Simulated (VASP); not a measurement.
ZnSe:

```
Zn Se
1.0
     0.00000    2.82066    2.82066
     2.82066    0.00000    2.82066
     2.82066    2.82066    0.00000
Zn Se
1 1
Direct
  0.00000 0.00000 0.00000
  0.25000 0.25000 0.25000
```

Program: VASP 6.6.1. Alike in all runs: task band structure; potentials or basis VASP PAW PBE potentials, release 64 (Zn, Se); no spin polarisation; cell as given; k mesh 6 × 6 × 6; cutoff (eV) 520; smearing gaussian 0.03 eV.

Task: Order these runs on this cell by their band gap on the k mesh, lowest first.
A. level HSE06; screening parameter 0.2 1/A
B. level PBEsol
C. level PBE0; exchange at q = 0 truncated

Result: B (1.22 eV), A (2.49 eV), C (3.10 eV).
